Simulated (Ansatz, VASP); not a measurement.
# PbS: VASP beside Ansatz

Contents of INCAR:

```
PREC = Accurate ; ENCUT = 520
EDIFF = 1E-6 ; ISMEAR = -1
SIGMA = 0.01 ; LREAL = False
LASPH = True ; NELM = 80
ALGO = Normal ; ISIF = 2
LWAVE = False ; LCHARG = False
GGA = PS ; NBANDS = 28
```

File KPOINTS:

```
Automatic mesh
0
Gamma
  7 7 3
```

The input POSCAR:

```
PbS
1.0
    2.9007586418     -2.8608060062      0.0000000000
    2.9007586418      2.8608060062      0.0000000000
   -1.0654529404      0.0000000000     11.5510369519
Pb S
2 2
Direct
    0.7756000000      0.7756000000      0.6363800000
    0.2244000000      0.2244000000      0.3636200000
    0.2684000000      0.2684000000      0.5986000000
    0.7316000000      0.7316000000      0.4014000000
```

Input for Ansatz:

```yaml
crystal:
  lattice:
    - [2.9007586418, -2.8608060062, 0.0]
    - [2.9007586418, 2.8608060062, 0.0]
    - [-1.0654529404, 0.0, 11.5510369519]
  atoms:
    - { symbol: Pb, position: [0.7756, 0.7756, 0.63638] }
    - { symbol: Pb, position: [0.2244, 0.2244, 0.36362] }
    - { symbol: S, position: [0.2684, 0.2684, 0.5986] }
    - { symbol: S, position: [0.7316, 0.7316, 0.4014] }
kpoints:
  mp_grid: { grid: [7, 7, 3] }
  band_path:
    path:
      - [0.0, 0.0, 0.0]
      - [-0.4952296494, 0.4952296494, 0.0]
      - [-0.5047703506, -0.4952296494, 0.0]
      - [-0.5, -0.5, 0.0]
      - [0.0, 0.0, 0.0]
      - [-0.5, -0.5, 0.5]
      - [-0.5160352562, -0.4839647438, 0.5]
      - [-0.4839647438, 0.4839647438, 0.5]
      - [0.0, 0.0, 0.5]
    npoints: 5
scf:
  occupations: { method: fermi_dirac, width: 0.01 }
hamiltonian:
  xc: pbesol
  pseudopotentials: { kind: all_electron, lapw: { basis_error: 0.0005 } }
output:
  forces: true
  stress: true
  eigenvalues: true
```

Change from the starting cell: volume scaled by 0.96.

Alike in both runs: task single point; functional PBEsol; k mesh 7 × 7 × 3; occupations fermi-dirac, width 0.01 eV; no spin polarisation.

|  | VASP | Ansatz |
| --- | --- | --- |
| version | VASP 6.6.1 | Ansatz 0.2.0 |
| potentials or method | VASP PAW PBE potentials, release 64 (Pb_d, S) | all-electron LAPW, scalar-relativistic |
| plane-wave cutoff (eV) | 520 | see its input |

```tsv
	VASP	Ansatz	Ansatz less VASP
gap on the k mesh at the Fermi level (eV)	1.20	1.21	+0.003
rms of the force components (eV/Å)	0.165	0.165	+0.0001
```

Atom by atom the forces differ by 0.001 eV/Å (rms over components). Ansatz ran all-electron here, so the differences hold the error of VASP's frozen core and of both bases.

Caveats: the PAW data sets were made with another functional, which shifts forces and pressure a little (VASP); spin-orbit coupling is left out, which as a rule narrows the gap of such compounds by several tenths of an eV.
